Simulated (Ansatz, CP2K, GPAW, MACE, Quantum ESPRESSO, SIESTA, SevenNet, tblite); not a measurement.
**Other levels on Σ3 (111)[1-10] symmetric tilt boundary in YRh (48 atoms)**

The cell holds 48 atoms: 24 Y and 24 Rh. Its edges and angles: a = 4.818 Å, b = 8.345 Å, c = 24.964 Å, α = 90.0°, β = 90.0°, γ = 90.0°. It derives from YRh (CsCl-type). CsCl-type YRh (a = 3.407 Å); two grains mirrored in (111), tilt axis [1-10], misorientation 109.47 deg; 1 x 1 boundary periods, 2 lattice periods a grain, two boundaries a cell, upper grain shifted by [0, 0] of the boundary cell and opened by 0.68 Å, no atom removed; not relaxed, displaced by a Gaussian of 0.02 Å. Then every atom was moved at random, 0.02 Å r.m.s. a Cartesian component. Regions: lower grain, 24 atoms (12 Y and 12 Rh); upper grain, 24 atoms (12 Y and 12 Rh).

Geometry: as built.

The reference, a calculation:

| Property | Result |
| --- | --- |
| method | Kohn-Sham DFT, PBE, SSSP efficiency 1.3.0 pseudopotentials, plane waves (Quantum ESPRESSO 7.5); sssp-pbe-1.3.0-efficiency, cutoffs 45/360 Ry, Γ point |
| r.m.s. force component | 0.4891 eV/Å |
| longest force | 2.508 eV/Å |
| pressure | -4.032 GPa |
| time | 3.1 min on 4 MPI ranks of Arm Neoverse N1, shared host |
| CPU time | 12 min |

Runs, in no order:
A. CP2K PBE, DZVP-UZH, 600/60 Ry, diagonalisation: Kohn-Sham DFT, PBE, GTH-PBE pseudopotentials, Gaussian and plane waves, DZVP-MOLOPT (UZH set), diagonalisation
B. SevenNet 0 potential: machine-learned interatomic potential SevenNet 0, trained on PBE(+U) plane-wave data
C. SIESTA vdW-DF, PBE potentials, DZP, shift 0.01 Ry, mesh 300 Ry: Kohn-Sham DFT, vdW-DF, PseudoDojo 0.4.1 norm-conserving pseudopotentials (converted to PSML), numerical atomic orbitals (DZP), diagonalisation
D. QE PBE, sssp-1.3.0-efficiency, 45/360 Ry, rmm-davidson: Kohn-Sham DFT, PBE, SSSP efficiency 1.3.0 pseudopotentials, plane waves
E. tblite GFN1-xTB: GFN1-xTB tight binding, diagonalisation

**Question.** Rank the runs by how far their forces lie from the reference's, least first.

D, A, C, B, E.

| run | Δ force, r.m.s. (meV/Å) | share of r.m.s. force (%) | CPU time |
| --- | --- | --- | --- |
| D. QE PBE, sssp-1.3.0-efficiency, 45/360 Ry, rmm-davidson | 0.279 | 0.0571 | 15 min |
| A. CP2K PBE, DZVP-UZH, 600/60 Ry, diagonalisation | 29.0 | 5.92 | 34 min |
| C. SIESTA vdW-DF, PBE potentials, DZP, shift 0.01 Ry, mesh 300 Ry | 45.0 | 9.20 | 25 min |
| B. SevenNet 0 potential | 259 | 53.0 | 12 s |
| E. tblite GFN1-xTB | 403 | 82.5 | 18 s |

Periodic xTB results under one method name differ between programs and library versions. Machine-learned potentials mimic data converged in k, so the reference's own k-point error enters their differences. The electronic-structure runs sample only Γ, in a cell whose shortest periodic width is 5 Å, which is coarse for a cell with partly filled levels.

[Hosts, paths, dates, database ids (printed as entryN), source tags and the programs' standing remarks are cut or masked in the printed files.]
